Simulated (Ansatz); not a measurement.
Crystal: SnO2.

```
Sn O
1.0
     5.17526    0.00000    0.00000
     0.00000    5.17526    0.00000
     0.00000    0.00000    5.17526
Sn O
4 8
Direct
  0.00000 0.00000 0.00000
  0.50000 0.00000 0.50000
  0.50000 0.50000 0.00000
  0.00000 0.50000 0.50000
  0.66110 0.83890 0.16110
  0.83890 0.16110 0.66110
  0.16110 0.66110 0.83890
  0.33890 0.33890 0.33890
  0.66110 0.66110 0.66110
  0.83890 0.33890 0.16110
  0.16110 0.83890 0.33890
  0.33890 0.16110 0.83890
```

Measurements of this composition are mostly on another form, of space group No. 136.

Base run:

- Program: Ansatz 0.2.0
- Functional: PBEsol
- Potentials or basis: Ansatz PAW
- Cutoff: 420 eV (not typed: the program's choice for these potentials)
- k mesh: 4 × 4 × 4
- Occupations: fermi-dirac, width 0.05 eV
- Spin: no spin polarisation

Its results: band gap on the k mesh 0.51 eV, indirect (least direct gap 0.57 eV); pressure -7.2 GPa; largest force 0.022 eV/Å.

Problem. The run is repeated on the same cell with these changes: functional from PBEsol to r2SCAN; cutoff from 420 eV (not typed: the program's choice for these potentials) to 500 eV (not typed: the program's choice for these potentials). What comes out?

Solution. Band gap on the k mesh 1.13 eV, indirect (least direct gap 1.18 eV); pressure -9.1 GPa; largest force 0.016 eV/Å.

r2SCAN gives the wider gap, since meta-GGAs in the generalised Kohn-Sham scheme recover part of the derivative discontinuity.

Caveats: spin-orbit coupling is left out, which moves the levels of the heavy elements; the PAW data sets come from PBE, with cores solved anew for the run's functional, which leaves a small shift of forces and pressure.
